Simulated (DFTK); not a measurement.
Runs of DFTK 0.8.2 on LiCl. It takes space group Fm-3m (No. 225, cubic). The conventional cell has a = 5.130 Å, b = 5.130 Å, c = 5.130 Å, α = 90.00°, β = 90.00°, γ = 90.00°. Cl (site symmetry m-3m) is surrounded by 6 Li at 2.56 Å. Around Li (site symmetry m-3m) lie 6 Cl at 2.56 Å. 

```tsv
task	level	potentials or basis	gap on the mesh (eV)	pressure (GPa)	V0 of scaled cells (Å³/atom)	B0 (GPa)
equation of state	PBEsol	dojo.nc.sr.pbesol.v0_4_1.standard.upf (PBEsol)	-	-	16.23	35
single point	PBEsol	dojo.nc.sr.pbesol.v0_4_1.standard.upf (PBEsol)	6.13	(c)	-	-
single point	PBE	dojo.nc.sr.pbe.v0_4_1.standard.upf (PBE)	6.33	(b)	-	-
equation of state	PBE	dojo.nc.sr.pbe.v0_4_1.standard.upf (PBE)	-	-	(a)	32
```

Alike in all rows: no spin polarisation; cell as given; k mesh 9 × 9 × 9; cutoff (eV) 1007; smearing fermi-dirac 0.05 eV.

**Question.** Fill in the values left out.

**Answer.** (a) 17.08; (b) 0.4; (c) -1.3.

Caveats: an odd mesh through Γ misses points on the zone boundary, where band edges often lie (some runs).

Not every run made on this cell is shown here.
